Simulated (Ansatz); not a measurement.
# C: the cost of one run

Program: Ansatz 0.2.0. Level of theory: DFT PBE, scalar-relativistic, plane waves, PAW. These are calculated values, not measurements.

## 1. Starting point

Symmetry: Fd-3m, No. 227, cubic system. The conventional cell has a = 3.567 Å, b = 3.567 Å, c = 3.567 Å, α = 90.00°, β = 90.00°, γ = 90.00°. C (site symmetry -43m) has 4 C at 1.54 Å in its first shell of neighbours.

Structure file:

```
C
1.0
     0.00000    1.78340    1.78340
     1.78340    0.00000    1.78340
     1.78340    1.78340    0.00000
C
2
Cartesian
  1.7834 1.7834 1.7834
  2.6751 2.6751 2.6751
```

No relaxation comes first: the listed cell is the starting point.

## 2. The reference cell

The reference gives a free energy of -501.6156 eV, pressure 1.76 GPa, largest force 0.000 eV/Å and gap on the mesh 4.16 eV. It was computed beforehand with the settings of the runs below.

## 3. Next: one atom moved over a plane

Atom 1 (C) is moved by p along (0.000, 1.000, 0.000) and q along (0.000, 0.000, 1.000) (Å), all else fixed; its images in the other cells move with it. Points alike by symmetry are run once.

## 4. Point p = -0.450, q = -0.450

input.yaml

```yaml
crystal:
  lattice:
    - [0.0, 1.7834, 1.7834]
    - [1.7834, 0.0, 1.7834]
    - [1.7834, 1.7834, 0.0]
  atoms:
    - { symbol: C, position: [0.2476729842, 0.5, 0.5] }
    - { symbol: C, position: [0.75, 0.75, 0.75] }
basis:
  ecutwfc: 420
kpoints:
  mp_grid: { grid: [12, 12, 12] }
hamiltonian:
  xc: pbe
scf:
  occupations: { method: gaussian, width: 0.05 }
output:
  forces: true
  stress: true
  eigenvalues: true
```

Command:

```sh
> ansatz run input.yaml --threads 1 --pin off --max-ram 2560MiB --backend cpu --events-out ev --progress --plain --runs-dir out
```

**Question.** How long does this run take on 1 thread of Intel Xeon Platinum 8488C (Sapphire Rapids), shared host, and how much memory does it need?

About 3.3 s, with a peak of 0.34 GiB.
